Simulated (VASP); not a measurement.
# FeSi: single point with r2SCAN

The system is FeSi.

```
Fe Si
1.0
     4.40307    0.00000    0.00000
     0.00000    4.40307    0.00000
     0.00000    0.00000    4.40307
Fe Si
4 4
Direct
  0.13667 0.13667 0.13667
  0.36333 0.86333 0.63667
  0.63667 0.36333 0.86333
  0.86333 0.63667 0.36333
  0.84113 0.84113 0.84113
  0.65887 0.15887 0.34113
  0.34113 0.65887 0.15887
  0.15887 0.34113 0.65887
```

| Item | Value |
| --- | --- |
| Program | VASP 6.6.1 |
| Task | single point |
| Functional | r2SCAN |
| Potentials or basis | VASP PAW PBE potentials, release 64 (Fe, Si) |
| Cutoff | 520 eV |
| k mesh | 8 × 8 × 8 |
| Occupations | gaussian, width 0.05 eV |
| Spin | no spin polarisation |
| Dipole correction | no |
| Further INCAR settings | ALGO = Normal; EDIFF = 1e-07; NBANDS = 34 |

- Pressure: 0.4 GPa
- Largest force: 0.036 eV/Å
- Band gap on the k mesh: 0.33 eV, indirect (least direct gap 0.33 eV)

Forces on the atoms (eV/Å):
```
Fe   0.021  0.021  0.021
Fe  -0.021 -0.021  0.021
Fe   0.021 -0.021 -0.021
Fe  -0.021  0.021 -0.021
Si   0.001  0.001  0.001
Si  -0.001 -0.001  0.001
Si   0.001 -0.001 -0.001
Si  -0.001  0.001 -0.001
```

Levels at points of the mesh, in eV from the valence-band top:
```csv
k point,band 20,band 21,band 22,band 23,band 24,band 25,band 26,band 27,band 28,band 29
"(0.00, 0.00, 0.00)",-0.38,-0.38,-0.38,-0.12,-0.12,0.85,0.85,0.85,3.41,3.41
"(0.50, 0.00, 0.00)",-1.39,-0.48,-0.48,-0.05,-0.05,0.37,0.37,1.96,1.96,2.54
"(0.50, 0.50, 0.00)",-1.34,-1.10,-1.10,-0.44,-0.44,0.81,0.81,1.56,1.56,3.05
"(0.50, 0.50, 0.50)",-0.81,-0.79,-0.79,-0.79,-0.79,0.73,0.73,0.73,0.73,6.34
```

Wall time 5.7 min on 1 thread of AMD EPYC 9R45 96-Core Processor (Zen 5), on a shared host, peak memory 0.25 GiB.

Caveat: the PAW data sets were made with another functional, which shifts forces and pressure a little. r2SCAN opens gaps a little over a GGA but as a rule still falls short of measured ones.
